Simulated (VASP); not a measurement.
# Al (Im-3m) in VASP: notebook, part 2 of 2

VASP 6.6.1. The steps go on from the part before.

## 5. Relaxation of cell and atoms, PBEsol

File INCAR:

```
  PREC = Accurate
  ENCUT = 580
  EDIFF = 1E-7
  ISMEAR = 0
  SIGMA = 0.1
  LREAL = False
  LASPH = True
  NELM = 60
  ALGO = Normal
  ISIF = 3
  LWAVE = False
  LCHARG = False
  GGA = PS
  IBRION = 2
  NSW = 90
  EDIFFG = -0.005
```

File KPOINTS:

```
Automatic mesh
0
Gamma
  18 18 18
```

File POSCAR:

```
Al
1.0
   -1.6070005800      1.6070005800      1.6070005800
    1.6070005800     -1.6070005800      1.6070005800
    1.6070005800      1.6070005800     -1.6070005800
Al
1
Direct
    0.0000000000      0.0000000000      0.0000000000
```

Potentials or basis: VASP PAW PBE potentials, release 64 (Al).

Started as:

```bash
cat potpaw_PBE.64/Al/POTCAR > POTCAR
mpirun -np 1 vasp_std > vasp.out
```

OUTCAR:

```text
PREC = Accurate
   ENCUT = 580
   EDIFF = 1E-7
   ISMEAR = 0
   LREAL = False
   LASPH = True
   NELM = 60
   ISIF = 3
   GGA = PS
   IBRION = 2
   NSW = 90
   EDIFFG = -0.005

 ion  position               nearest neighbor table
   1  0.000  0.000  0.000-

  LATTYP: Found a body centered cubic cell.
 ALAT       =     3.2140011600

  Lattice vectors:

 A1 = (  -1.6070005800,   1.6070005800,   1.6070005800)
 A2 = (   1.6070005800,  -1.6070005800,   1.6070005800)
 A3 = (   1.6070005800,   1.6070005800,  -1.6070005800)

Analysis of symmetry for initial positions (statically):
=====================================================================
 Subroutine PRICEL returns:
 Original cell was already a primitive cell.

 Routine SETGRP: Setting up the symmetry group for a
 body centered cubic supercell.

 Subroutine GETGRP returns: Found 48 space group operations
 (whereof 48 operations were pure point group operations)
 out of a pool of 48 trial point group operations.

The static configuration has the point symmetry O_h .

[... 153 lines left out ...]
  ---------------------------------------------------
  ext. energy  EPLUGINS =         0.00000000
  ---------------------------------------------------
  free energy    TOTEN  =        -3.99641415 eV

  energy without entropy =       -3.99471627  energy(sigma->0) =       -3.99556521

 E-fermi :   7.8972     XC(G=0): -10.2385

 val. band max:        7.8546657709   @ k =  -0.3889  -0.4444   0.2222
 cond. band min:       7.8999730204   @ k =   0.2778   0.1667   0.0556
 fundamental gap:      0.0453072495
 Fermi energy:         7.8972290907

 k-point     1 :       0.0000    0.0000    0.0000
  band No.  band energies     occupation
      1      -3.1964      2.00000
      2      21.0938      0.00000
      3      21.0938      0.00000
      4      21.0938      0.00000
      5      22.4785      0.00000
[... 177 lines left out ...]
 k-point    24 :       0.3889    0.1111    0.0000
  band No.  band energies     occupation
      1       2.6074      2.00000
      2       5.6815      2.00000
      3      12.9973      0.00000
      4      15.8732      0.00000
      5      19.3062      0.00000

 [... further k-points ...]
[... 5 lines left out ...]
  --------------------------------------------------------------------------------------
  -------------------------------------------------------------------------------------
  Total        0.0026386      0.0026386      0.0026386      0.0000000      0.0000000      0.0000000
  in kB        0.2546647      0.2546647      0.2546647      0.0000000      0.0000000      0.0000000
  external PRESSURE =       0.2546647 kB  Pullay stress =       0.0000000 kB

 VOLUME and BASIS-vectors are now :
 -----------------------------------------------------------------------------
  energy-cutoff  :      580.00
  volume of cell :       16.60
      direct lattice vectors                 reciprocal lattice vectors
    -1.607000580  1.607000580  1.607000580     0.000000000  0.311138656  0.311138656
     1.607000580 -1.607000580  1.607000580     0.311138656  0.000000000  0.311138656
     1.607000580  1.607000580 -1.607000580     0.311138656  0.311138656  0.000000000

 POSITION                                       TOTAL-FORCE (eV/Angst)
 -----------------------------------------------------------------------------------
      0.00000      0.00000      0.00000        -0.000000      0.000000      0.000000
 -----------------------------------------------------------------------------------
    total drift:                                0.000000      0.000000     -0.000000

  FREE ENERGIE OF THE ION-ELECTRON SYSTEM (eV)
  ---------------------------------------------------
  free  energy   TOTEN  =        -3.9964141513 eV

  energy  without entropy=       -3.9947162731  energy(sigma->0) =       -3.99556521

 reached required accuracy - stopping structural energy minimisation
```

CONTCAR:

```text
Al
   1.00000000000000
    -1.6070005800000000    1.6070005800000000    1.6070005800000000
     1.6070005800000000   -1.6070005800000000    1.6070005800000000
     1.6070005800000000    1.6070005800000000   -1.6070005800000000
  Al
     1
Direct
     0.0000000000000000    0.0000000000000000    0.0000000000000000

  0.00000000E+00  0.00000000E+00  0.00000000E+00
```

Run time: 4.9 s. Hardware: 1 thread of Intel Xeon 6975P-C (Granite Rapids), shared host; peak memory 0.14 GiB.

What came out:

```
Free energy             : -3.9964 eV
Pressure after relaxing : 0.0 GPa
Band gap on the k mesh  : none (metal or under the smearing width)
```

Final structure:
```
Al
1.0
    -1.60700    1.60700    1.60700
     1.60700   -1.60700    1.60700
     1.60700    1.60700   -1.60700
Al
1
Cartesian
  0.0000 0.0000 0.0000
```

Caveat: the relaxation stopped at its first step, so nothing moved; the PAW data sets were made with another functional, which shifts forces and pressure a little.

## 6. Relaxation of cell and atoms, RPBE

INCAR, as its differences from that of step 5:

```diff
@@ -1,3 +1,3 @@
   PREC = Accurate
-  ENCUT = 580
+  ENCUT = 600
   EDIFF = 1E-7
@@ -12,3 +12,3 @@
   LCHARG = False
-  GGA = PS
+  GGA = RP
   IBRION = 2
```

KPOINTS is that of step 5.

POSCAR is that of step 5.

Potentials or basis: VASP PAW PBE potentials, release 64 (Al).

Started as:

```bash
cat potpaw_PBE.64/Al/POTCAR > POTCAR
mpirun -np 1 vasp_std > vasp.out
```

Run time: 8.9 s. Hardware: 1 thread of Intel Xeon 6975P-C (Granite Rapids), shared host; peak memory 0.15 GiB.

Results (log left out):

```yaml
Free_energy: -3.4152 eV
Relaxed_volume: 17.21 Å³/atom
Relaxed_cell: a = 2.817 Å, b = 2.817 Å, c = 2.817 Å, α = 109.47°, β = 109.47°, γ = 109.47°
Space_group_after_relaxing_to_0.05_Å: Im-3m (No. 229)
Energy_gained_by_relaxing: 4.9 meV/atom
Ionic_steps: 3
Pressure_after_relaxing: 0.0 GPa
Band_gap_on_the_k_mesh: none (metal or under the smearing width)
```

The path:
```
step  energy change (eV)  largest force (eV/Å)  pressure (GPa)  volume (Å³)
   1              0.0000                0.0000            2.67        16.60
   2             -0.0049                0.0000           -0.23        17.27
   3             -0.0049                0.0000            0.00        17.21
```

Final structure:
```yaml
crystal:
  lattice:
    - [-1.62652, 1.62652, 1.62652]
    - [1.62652, -1.62652, 1.62652]
    - [1.62652, 1.62652, -1.62652]
  atoms:
    - { symbol: Al, position: [0.00000, 0.00000, 0.00000] }
```

Levels at points of the mesh, in eV from the Fermi level:
| k point | band 1 | band 2 | band 3 | band 4 |
| --- | --- | --- | --- | --- |
| (0.00, 0.00, 0.00) | -10.85 | 12.99 | 12.99 | 12.99 |
| (0.50, 0.00, 0.00) | -4.19 | -3.80 | 7.89 | 8.13 |
| (0.50, 0.50, 0.50) | 1.80 | 1.80 | 1.80 | 2.99 |

Caveat: the PAW data sets were made with another functional, which shifts forces and pressure a little.

## 7. Overview

```tsv
task	level	cell	k mesh	cutoff (eV)	mesh quality	gap on the mesh (eV)	pressure (GPa)	relaxed volume (Å³/atom)
relaxation of cell and atoms	PBEsol	relaxed	18 × 18 × 18	300	not flagged	none	0.0	-
relaxation of cell and atoms	PBEsol	relaxed	6 × 6 × 6	600	coarse	none	0.0	16.66
single point	PBEsol	as given	18 × 18 × 18	520	not flagged	none	0.0	-
relaxation of cell and atoms	PBEsol	relaxed	18 × 18 × 18	580	not flagged	none	0.0	-
relaxation of cell and atoms	RPBE	relaxed	18 × 18 × 18	600	not flagged	none	0.0	17.21
```

Alike in all rows: potentials or basis VASP PAW PBE potentials, release 64 (Al); no spin polarisation; smearing gaussian 0.1 eV.

Caveats: some runs use coarse meshes; the PAW data sets were made with another functional, which shifts forces and pressure a little; the relaxation stopped at its first step, so nothing moved (some runs).

Total energies depend on the potentials used, so only differences within one code and one set of settings carry meaning.
